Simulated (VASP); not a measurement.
SiNi3, 4 atoms in the cell. It takes space group Pm-3m (No. 221, cubic). Conventional cell: a = 3.430 Å, b = 3.430 Å, c = 3.430 Å, α = 90.00°, β = 90.00°, γ = 90.00°. Si (site symmetry m-3m) has 12 Ni at 2.43 Å as nearest neighbours. Ni (site symmetry 4/mmm) has 4 Si at 2.43 Å and 8 Ni at 2.43 Å as nearest neighbours. The cell comes from a database or a generator and needn't be the stable form of this composition. The cell isn't the ideal one: cell and atoms relaxed tightly for response.

```yaml
Program: VASP 6.6.1
Task: single point
Functional: LDA
Potentials_or_basis: VASP PAW LDA potentials, release 64 (Si, Ni)
Cutoff: 520 eV
k_mesh: 10 × 10 × 10
Occupations: fermi-dirac, width 0.15 eV
Spin: no spin polarisation
Dipole_correction: no
Further_INCAR_settings: ALGO = Fast; EDIFF = 1e-06; NBANDS = 25
```

Potentials or basis: VASP PAW LDA potentials, release 64 (Si, Ni).

Launch:

```sh
$ cat potpaw_LDA.64/Si/POTCAR potpaw_LDA.64/Ni/POTCAR > POTCAR
$ mpirun -np 1 vasp_std > vasp.out
```

Hardware: 1 thread of Intel(R) Xeon(R) 6975P-C (Granite Rapids) (shared host).

Task: Estimate the wall time of this run.

Result: It took 28 s on 1 thread of Intel(R) Xeon(R) 6975P-C (Granite Rapids), with other jobs on the host, peak memory 0.16 GiB. Counts: scf iterations 16, k points 56.
